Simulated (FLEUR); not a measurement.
# As (Pm-3m) in FLEUR: a series of runs

Runs on As. Level: r2SCAN. Tasks: band structure, equation of state.

Program: FLEUR MaX-R8.1 (later development tree). These are calculated values, not measurements. Logs are shortened: lines on timing, memory, paths and dates and some standing lists are left out, and cuts for length are marked.

## (1) Starting point

Symmetry: Pm-3m, No. 221, cubic system. The conventional cell has a = 2.704 Å, b = 2.704 Å, c = 2.704 Å, α = 90.00°, β = 90.00°, γ = 90.00°. Around As (site symmetry m-3m) lie 6 As at 2.70 Å.

This isn't the form of As at room conditions, which is rhombohedral.

## (2) Band structure, r2SCAN

inp.xml

```xml
<?xml version="1.0" encoding="UTF-8" standalone="no"?>
<fleurInput fleurInputVersion="0.39">
   <comment>
      As                                                                                                  
   </comment>
   <calculationSetup>
      <cutoffs Kmax="4.14" Gmax="12.8" GmaxXC="12.8" numbands="0"/>
      <scfLoop itmax="80" minDistance="0.0001" maxIterBroyd="30" imix="Anderson" alpha="0.05" precondParam="0.0" spinf="2.0" sdNocoIR="T"/>
      <coreElectrons ctail="F" frcor="F" kcrel="0" coretail_lmax="0"/>
      <xcFunctional name="LibXC" relativisticCorrections="F">
         <LibXCName exchange="mgga_x_r2scan" correlation="mgga_c_r2scan"/>
         <AuxGGA exchange="117" correlation="130"/>
      </xcFunctional>
      <magnetism jspins="1"/>
      <soc l_soc="F" theta="0.0" phi="0.0" spav="F"/>
      <expertModes spex="0" secvar="F"/>
      <geometryOptimization l_f="F" forcealpha="1.0" forcemix="BFGS" epsdisp="0.00001" epsforce="0.00001"/>
      <ldaU l_linMix="F" mixParam="0.05" spinf="1.0"/>
   </calculationSetup>
   <cell>
      <bzIntegration valenceElectrons="21.0" mode="hist" fermiSmearingEnergy="0.00183747">
         <kPointListSelection listName="default-1"/>
         <!-- k-points included here -->
         <xi:include xmlns:xi="http://www.w3.org/2001/XInclude" href="kpts.xml"> </xi:include>
      </bzIntegration>
      <!-- symmetry operations included here -->
      <xi:include xmlns:xi="http://www.w3.org/2001/XInclude" href="sym.xml"> </xi:include>
      <bulkLattice scale="1.0">
         <bravaisMatrix>
            <row-1>    5.1092180249967791     0.0000000000000000     0.0000000000000000</row-1>
            <row-2>    0.0000000000000000     5.1092180249967791     0.0000000000000000</row-2>
            <row-3>    0.0000000000000000     0.0000000000000000     5.1092180249967791</row-3>
         </bravaisMatrix>
      </bulkLattice>
   </cell>
   <atomSpecies>
      <species name="Arsenic (As)" element="As" atomicNumber="33">
         <mtSphere radius="2.37" gridPoints="783" logIncrement="0.016"/>
         <atomicCutoffs lmax="9" lnonsphr="9"/>
         <electronConfig flipSpins="F">
            <coreConfig>(1s1/2) (2s1/2) (2p1/2) (2p3/2) (3s1/2)</coreConfig>
            <valenceConfig>(3p1/2) (3p3/2) (4s1/2) (3d3/2) (3d5/2) (4p1/2) (4p3/2)</valenceConfig>
            <stateOccupation state="(4p1/2)" spinUp="0.500000" spinDown="0.500000"/>
            <stateOccupation state="(4p3/2)" spinUp="1.000000" spinDown="1.000000"/>
         </electronConfig>
         <energyParameters s="4" p="4" d="3" f="4"/>
         <lo type="SCLO" l="1" n="3" eDeriv="0"/>
         <lo type="SCLO" l="1" n="3" eDeriv="1"/>
         <lo type="HELO" l="2" n="4" eDeriv="0"/>
         <lo type="HELO" l="2" n="4" eDeriv="1"/>
         <lo type="SCLO" l="0" n="4" eDeriv="2"/>
         <lo type="SCLO" l="3" n="4" eDeriv="2"/>
      </species>
   </atomSpecies>
   <atomGroups>
      <atomGroup species="Arsenic (As)">
         <relPos label="                   1">1.000/2.000 1.000/2.000 1.000/2.000</relPos>
         <force calculate="T" relaxXYZ="TTT"/>
      </atomGroup>
   </atomGroups>
   <output dos="F" band="F" slice="F">
      <checks vchk="F" cdinf="F"/>
      <bandDOS minEnergy="-.5*Htr" maxEnergy="0.5*Htr" sigma="0.015" storeEVData="T"/>
      <vacuumDOS vacdos="F" integ="F" star="F" nstars="0" locx1="0.0" locy1="0.0" locx2="0.0" locy2="0.0" nstm="0" tworkf="0.0"/>
      <unfoldingBand unfoldBand="F" supercellX="1" supercellY="1" supercellZ="1"/>
      <plotting iplot="0" polar="F">
         <plot TwoD="T" vec1="  1.0  0.0  0.0" vec2="  0.0  1.0  0.0" vec3="  0.0  0.0  1.0" zero="  0.0  0.0  0.0" file="plot"/>
      </plotting>
      <chargeDensitySlicing numkpt="0" minEigenval="0.0" maxEigenval="0.0" nnne="0" pallst="F"/>
      <specialOutput eonly="F"/>
      <moessbauerParams electricFieldGradient="T" isomerShift="T" coreHyperfine="T" valenceHyperfine="T"/>
      <magneticCircularDichroism mcd="F" energyLo="-10.0" energyUp="0.0"/>
   </output>
  <!-- We include the file relax.xml here to enable relaxations (see documentation) -->
  <xi:include xmlns:xi="http://www.w3.org/2001/XInclude" href="relax.xml"> <xi:fallback/> </xi:include>
</fleurInput>
```

crystal.txt

```
As
&input cartesian=F /
2.7036817444  0.0000000000  0.0000000000
0.0000000000  2.7036817444  0.0000000000
0.0000000000  0.0000000000  2.7036817444
1.8897261246
1.0 1.0 1.0

1
33 0.5000000000  0.5000000000  0.5000000000

&kpt div1=10 div2=10 div3=10 gamma=T /
```

inp.xml (bands)

```
<?xml version="1.0" encoding="UTF-8" standalone="no"?>
<fleurInput fleurInputVersion="0.39">
   <comment>
      As                                                                                                  
   </comment>
   <calculationSetup>
      <cutoffs Kmax="4.14" Gmax="12.8" GmaxXC="12.8" numbands="0"/>
      <scfLoop itmax="80" minDistance="0.0001" maxIterBroyd="30" imix="Anderson" alpha="0.05" precondParam="0.0" spinf="2.0" sdNocoIR="T"/>
      <coreElectrons ctail="F" frcor="F" kcrel="0" coretail_lmax="0"/>
      <xcFunctional name="LibXC" relativisticCorrections="F">
         <LibXCName exchange="mgga_x_r2scan" correlation="mgga_c_r2scan"/>
         <AuxGGA exchange="117" correlation="130"/>
      </xcFunctional>
      <magnetism jspins="1"/>
      <soc l_soc="F" theta="0.0" phi="0.0" spav="F"/>
      <expertModes spex="0" secvar="F"/>
      <geometryOptimization l_f="F" forcealpha="1.0" forcemix="BFGS" epsdisp="0.00001" epsforce="0.00001"/>
      <ldaU l_linMix="F" mixParam="0.05" spinf="1.0"/>
   </calculationSetup>
   <cell>
      <bzIntegration valenceElectrons="21.0" mode="hist" fermiSmearingEnergy="0.00183747">
         <kPointListSelection listName="path-1"/>
         <!-- k-points included here -->
         <xi:include xmlns:xi="http://www.w3.org/2001/XInclude" href="kpts.xml"> </xi:include>
      </bzIntegration>
      <!-- symmetry operations included here -->
      <xi:include xmlns:xi="http://www.w3.org/2001/XInclude" href="sym.xml"> </xi:include>
      <bulkLattice scale="1.0">
         <bravaisMatrix>
            <row-1>    5.1092180249967791     0.0000000000000000     0.0000000000000000</row-1>
            <row-2>    0.0000000000000000     5.1092180249967791     0.0000000000000000</row-2>
            <row-3>    0.0000000000000000     0.0000000000000000     5.1092180249967791</row-3>
         </bravaisMatrix>
      </bulkLattice>
   </cell>
   <atomSpecies>
      <species name="Arsenic (As)" element="As" atomicNumber="33">
         <mtSphere radius="2.37" gridPoints="783" logIncrement="0.016"/>
         <atomicCutoffs lmax="9" lnonsphr="9"/>
         <electronConfig flipSpins="F">
            <coreConfig>(1s1/2) (2s1/2) (2p1/2) (2p3/2) (3s1/2)</coreConfig>
            <valenceConfig>(3p1/2) (3p3/2) (4s1/2) (3d3/2) (3d5/2) (4p1/2) (4p3/2)</valenceConfig>
            <stateOccupation state="(4p1/2)" spinUp="0.500000" spinDown="0.500000"/>
            <stateOccupation state="(4p3/2)" spinUp="1.000000" spinDown="1.000000"/>
         </electronConfig>
         <energyParameters s="4" p="4" d="3" f="4"/>
         <lo type="SCLO" l="1" n="3" eDeriv="0"/>
         <lo type="SCLO" l="1" n="3" eDeriv="1"/>
         <lo type="HELO" l="2" n="4" eDeriv="0"/>
         <lo type="HELO" l="2" n="4" eDeriv="1"/>
         <lo type="SCLO" l="0" n="4" eDeriv="2"/>
         <lo type="SCLO" l="3" n="4" eDeriv="2"/>
      </species>
   </atomSpecies>
   <atomGroups>
      <atomGroup species="Arsenic (As)">
         <relPos label="                   1">1.000/2.000 1.000/2.000 1.000/2.000</relPos>
         <force calculate="T" relaxXYZ="TTT"/>
      </atomGroup>
   </atomGroups>
   <output dos="F" band="T" slice="F">
      <checks vchk="F" cdinf="F"/>
      <bandDOS minEnergy="-.5*Htr" maxEnergy="0.5*Htr" sigma="0.015" storeEVData="T"/>
      <vacuumDOS vacdos="F" integ="F" star="F" nstars="0" locx1="0.0" locy1="0.0" locx2="0.0" locy2="0.0" nstm="0" tworkf="0.0"/>
      <unfoldingBand unfoldBand="F" supercellX="1" supercellY="1" supercellZ="1"/>
      <plotting iplot="0" polar="F">
         <plot TwoD="T" vec1="  1.0  0.0  0.0" vec2="  0.0  1.0  0.0" vec3="  0.0  0.0  1.0" zero="  0.0  0.0  0.0" file="plot"/>
      </plotting>
      <chargeDensitySlicing numkpt="0" minEigenval="0.0" maxEigenval="0.0" nnne="0" pallst="F"/>
      <specialOutput eonly="F"/>
      <moessbauerParams electricFieldGradient="T" isomerShift="T" coreHyperfine="T" valenceHyperfine="T"/>
      <magneticCircularDichroism mcd="F" energyLo="-10.0" energyUp="0.0"/>
   </output>
  <!-- We include the file relax.xml here to enable relaxations (see documentation) -->
  <xi:include xmlns:xi="http://www.w3.org/2001/XInclude" href="relax.xml"> <xi:fallback/> </xi:include>
</fleurInput>
```

Potentials or basis: all-electron, FLAPW.

On the command line:

```bash
> inpgen -f crystal.txt -profile fastHighL
> # inp.xml edited to the form shown
> fleur_MPI
> fleur_MPI   # second run, on inp.xml (bands)
```

The log of the run:

```text
Welcome to FLEUR        (www.flapw.de)
      MaX-Release 8.1          (www.max-centre.eu)
 func_ids         498         497         498         497
 MetaGGA potential functional detected - V_tau will be computed
 Auxiliary Potential for radial basis: exchange=         117  correlation=         130
The functional 'Re-regularized SCAN exchange by Furness et al' is an exchange functional, it belongs to the 'MGGA' family and is defined in the reference(s):
[1] J. W. Furness, A. D. Kaplan, J. Ning, J. P. Perdew, and J. Sun.,  J. Phys. Chem. Lett. 11, 8208-8215 (2020)
[2] J. W. Furness, A. D. Kaplan, J. Ning, J. P. Perdew, and J. Sun.,  J. Phys. Chem. Lett. 11, 9248-9248 (2020)
The functional 'Re-regularized SCAN correlation by Furness et al' is a correlation functional, it belongs to the 'MGGA' family and is defined in the reference(s):
[1] J. W. Furness, A. D. Kaplan, J. Ning, J. P. Perdew, and J. Sun.,  J. Phys. Chem. Lett. 11, 8208-8215 (2020)
[2] J. W. Furness, A. D. Kaplan, J. Ning, J. P. Perdew, and J. Sun.,  J. Phys. Chem. Lett. 11, 9248-9248 (2020)
 Using same functional for VXC and EXC

 ========== k-point set info ==========
 Selected k-point list: default-1
 k-point list type: mesh
 10 x 10 x 10
 Number of k points: 56

 ------------Calculation Setup---------------------------
 Number of MPI-tasks      :            1
 Number of PE/node        :            1
 Number of OMP-threads    :            1
 Most efficient MPI parallelization for:
           1           2           4           7           8          14          28          56
 Additional eigenvalue parallelization possible
 Number of basis functions:          216
 Approximate size of matrices (H+S) per k-point:         0.001 GB
 --------------------------------------------------------
The functional 'Hammer, Hansen, and Norskov' is an exchange functional, it belongs to the 'GGA' family and is defined in the reference(s):
[1] B. Hammer, L. B. Hansen, and J. K. Nørskov.,  Phys. Rev. B 59, 7413 (1999)
The functional 'Perdew, Burke & Ernzerhof' is a correlation functional, it belongs to the 'GGA' family and is defined in the reference(s):
[1] J. P. Perdew, K. Burke, and M. Ernzerhof.,  Phys. Rev. Lett. 77, 3865 (1996)
[2] J. P. Perdew, K. Burke, and M. Ernzerhof.,  Phys. Rev. Lett. 78, 1396 (1997)
 Using same functional for VXC and EXC
 Using auxiliary GGA potential for the first iteration of MetaGGA calculation.
 Reset of history
 Reset of history
 Iteration:     1   Distance:      21.21360813 me/bohr^3
The functional 'Hammer, Hansen, and Norskov' is an exchange functional, it belongs to the 'GGA' family and is defined in the reference(s):
[1] B. Hammer, L. B. Hansen, and J. K. Nørskov.,  Phys. Rev. B 59, 7413 (1999)
The functional 'Perdew, Burke & Ernzerhof' is a correlation functional, it belongs to the 'GGA' family and is defined in the reference(s):
[1] J. P. Perdew, K. Burke, and M. Ernzerhof.,  Phys. Rev. Lett. 77, 3865 (1996)
[2] J. P. Perdew, K. Burke, and M. Ernzerhof.,  Phys. Rev. Lett. 78, 1396 (1997)
 Using same functional for VXC and EXC
 Iteration:     2   Distance:      20.23150837 me/bohr^3
The functional 'Hammer, Hansen, and Norskov' is an exchange functional, it belongs to the 'GGA' family and is defined in the reference(s):
[1] B. Hammer, L. B. Hansen, and J. K. Nørskov.,  Phys. Rev. B 59, 7413 (1999)
The functional 'Perdew, Burke & Ernzerhof' is a correlation functional, it belongs to the 'GGA' family and is defined in the reference(s):
[1] J. P. Perdew, K. Burke, and M. Ernzerhof.,  Phys. Rev. Lett. 77, 3865 (1996)
[2] J. P. Perdew, K. Burke, and M. Ernzerhof.,  Phys. Rev. Lett. 78, 1396 (1997)
 Using same functional for VXC and EXC
 Iteration:     3   Distance:      19.17081633 me/bohr^3
The functional 'Hammer, Hansen, and Norskov' is an exchange functional, it belongs to the 'GGA' family and is defined in the reference(s):
[1] B. Hammer, L. B. Hansen, and J. K. Nørskov.,  Phys. Rev. B 59, 7413 (1999)
The functional 'Perdew, Burke & Ernzerhof' is a correlation functional, it belongs to the 'GGA' family and is defined in the reference(s):
[1] J. P. Perdew, K. Burke, and M. Ernzerhof.,  Phys. Rev. Lett. 77, 3865 (1996)
[2] J. P. Perdew, K. Burke, and M. Ernzerhof.,  Phys. Rev. Lett. 78, 1396 (1997)
 Using same functional for VXC and EXC
 Iteration:     4   Distance:       3.13679000 me/bohr^3
The functional 'Hammer, Hansen, and Norskov' is an exchange functional, it belongs to the 'GGA' family and is defined in the reference(s):
[1] B. Hammer, L. B. Hansen, and J. K. Nørskov.,  Phys. Rev. B 59, 7413 (1999)
The functional 'Perdew, Burke & Ernzerhof' is a correlation functional, it belongs to the 'GGA' family and is defined in the reference(s):
[1] J. P. Perdew, K. Burke, and M. Ernzerhof.,  Phys. Rev. Lett. 77, 3865 (1996)
[2] J. P. Perdew, K. Burke, and M. Ernzerhof.,  Phys. Rev. Lett. 78, 1396 (1997)
 Using same functional for VXC and EXC
 Iteration:     5   Distance:       0.95472577 me/bohr^3
The functional 'Hammer, Hansen, and Norskov' is an exchange functional, it belongs to the 'GGA' family and is defined in the reference(s):
[... 25 lines left out ...]
 Using same functional for VXC and EXC
 Iteration:     9   Distance:       0.00286806 me/bohr^3
The functional 'Hammer, Hansen, and Norskov' is an exchange functional, it belongs to the 'GGA' family and is defined in the reference(s):
[1] B. Hammer, L. B. Hansen, and J. K. Nørskov.,  Phys. Rev. B 59, 7413 (1999)
The functional 'Perdew, Burke & Ernzerhof' is a correlation functional, it belongs to the 'GGA' family and is defined in the reference(s):
[1] J. P. Perdew, K. Burke, and M. Ernzerhof.,  Phys. Rev. Lett. 77, 3865 (1996)
[2] J. P. Perdew, K. Burke, and M. Ernzerhof.,  Phys. Rev. Lett. 78, 1396 (1997)
 Using same functional for VXC and EXC
 Iteration:    10   Distance:       0.00094981 me/bohr^3
The functional 'Hammer, Hansen, and Norskov' is an exchange functional, it belongs to the 'GGA' family and is defined in the reference(s):
[1] B. Hammer, L. B. Hansen, and J. K. Nørskov.,  Phys. Rev. B 59, 7413 (1999)
The functional 'Perdew, Burke & Ernzerhof' is a correlation functional, it belongs to the 'GGA' family and is defined in the reference(s):
[1] J. P. Perdew, K. Burke, and M. Ernzerhof.,  Phys. Rev. Lett. 77, 3865 (1996)
[2] J. P. Perdew, K. Burke, and M. Ernzerhof.,  Phys. Rev. Lett. 78, 1396 (1997)
 Using same functional for VXC and EXC
 Iteration:    11   Distance:       0.00015613 me/bohr^3
The functional 'Hammer, Hansen, and Norskov' is an exchange functional, it belongs to the 'GGA' family and is defined in the reference(s):
[1] B. Hammer, L. B. Hansen, and J. K. Nørskov.,  Phys. Rev. B 59, 7413 (1999)
The functional 'Perdew, Burke & Ernzerhof' is a correlation functional, it belongs to the 'GGA' family and is defined in the reference(s):
[1] J. P. Perdew, K. Burke, and M. Ernzerhof.,  Phys. Rev. Lett. 77, 3865 (1996)
[2] J. P. Perdew, K. Burke, and M. Ernzerhof.,  Phys. Rev. Lett. 78, 1396 (1997)
 Using same functional for VXC and EXC
 Iteration:    12   Distance:       0.00000725 me/bohr^3

 ********************************************************************
 Run finished successfully
 Stop message:
   all done
 ********************************************************************
```

Wall time 15 s (1 thread of Arm Neoverse V1, shared host); peak memory 0.07 GiB.

Results:

- Free energy: -61532.4277 eV
- Band gap along the path: none (metal or under the smearing width)
- Valence electrons inside the program's atomic spheres: As 19.32 (radii As 2.37 bohr)

Levels at the corners of the path, in eV from the Fermi level:
```tsv
point	band 7	band 8	band 9	band 10	band 11	band 12	band 13	band 14	band 15	band 16
Γ	-36.81	-36.81	-15.69	4.34	4.34	4.34	9.00	9.00	11.61	27.49
X	-36.82	-36.81	-12.38	-7.26	6.76	6.76	11.81	15.08	15.71	15.71
M	-36.83	-36.77	-8.88	-4.55	-4.55	2.88	9.09	17.71	18.69	18.69
Γ	-36.81	-36.81	-15.69	4.34	4.34	4.34	9.00	9.00	11.61	27.49
R	-36.76	-36.76	-4.93	-2.04	-2.04	-2.04	6.39	6.39	6.39	10.34
X	-36.82	-36.81	-12.38	-7.26	6.76	6.76	11.81	15.08	15.71	15.71
M	-36.83	-36.77	-8.88	-4.55	-4.55	2.88	9.09	17.71	18.69	18.69
R	-36.76	-36.76	-4.93	-2.04	-2.04	-2.04	6.39	6.39	6.39	10.34
```

Core levels (eV from the Fermi level):
```
atom                                                                     levels
1 As  1s1/2 -11712.0, 2s1/2 -1481.1, 2p1/2 -1322.4, 2p3/2 -1285.8, 3s1/2 -185.2
```

Caveat: the meta-GGA is that of a development version, with a GGA for the radial functions and cores and without core tails.

## (3) Equation of state, r2SCAN, 18.58 Å³/atom (volume scaled by 0.94)

Edit inp.xml of step 2 so:

```diff
@@ -6,3 +6,3 @@
    <calculationSetup>
-      <cutoffs Kmax="4.14" Gmax="12.8" GmaxXC="12.8" numbands="0"/>
+      <cutoffs Kmax="4.22" Gmax="13.1" GmaxXC="13.1" numbands="0"/>
       <scfLoop itmax="80" minDistance="0.0001" maxIterBroyd="30" imix="Anderson" alpha="0.05" precondParam="0.0" spinf="2.0" sdNocoIR="T"/>
@@ -27,3 +27,3 @@
       <xi:include xmlns:xi="http://www.w3.org/2001/XInclude" href="sym.xml"> </xi:include>
-      <bulkLattice scale="1.0">
+      <bulkLattice scale="0.9795861087">
          <bravaisMatrix>
@@ -37,3 +37,3 @@
       <species name="Arsenic (As)" element="As" atomicNumber="33">
-         <mtSphere radius="2.37" gridPoints="783" logIncrement="0.016"/>
+         <mtSphere radius="2.32" gridPoints="783" logIncrement="0.016"/>
          <atomicCutoffs lmax="9" lnonsphr="9"/>
```

Potentials or basis: all-electron, FLAPW.

On the command line:

```bash
> inpgen -f crystal.txt -profile fastHighL
> # inp.xml edited to the form shown
> fleur_MPI
```

Run time: 13 s. Hardware: 1 thread of Arm Neoverse V1, shared host; peak memory 0.08 GiB.

The run converged. Its results:

| Item | Value |
| --- | --- |
| Free energy | -61532.4065 eV |
| Band gap on the k mesh | none (metal or under the smearing width) |
| Valence electrons inside the program's atomic spheres | As 19.24 (radii As 2.32 bohr) |

Caveat: the meta-GGA is that of a development version, with a GGA for the radial functions and cores and without core tails.

## (4) Equation of state, r2SCAN, 18.97 Å³/atom (volume scaled by 0.96)

Edit inp.xml of step 3 so:

```diff
@@ -27,3 +27,3 @@
       <xi:include xmlns:xi="http://www.w3.org/2001/XInclude" href="sym.xml"> </xi:include>
-      <bulkLattice scale="0.9795861087">
+      <bulkLattice scale="0.9864848297">
          <bravaisMatrix>
```

On the command line:

```bash
> inpgen -f crystal.txt -profile fastHighL
> # inp.xml edited to the form shown
> fleur_MPI
```

It took 13 s on 1 thread of Arm Neoverse V1, shared host; peak memory 0.09 GiB.

Results (log left out):

```
Free energy                                           : -61532.4189 eV
Band gap on the k mesh                                : none (metal or under the smearing width)
Valence electrons inside the program's atomic spheres : As 19.22 (radii As 2.32 bohr)
```

Caveat: the meta-GGA is that of a development version, with a GGA for the radial functions and cores and without core tails.

(Continued in part 2 of 2.)
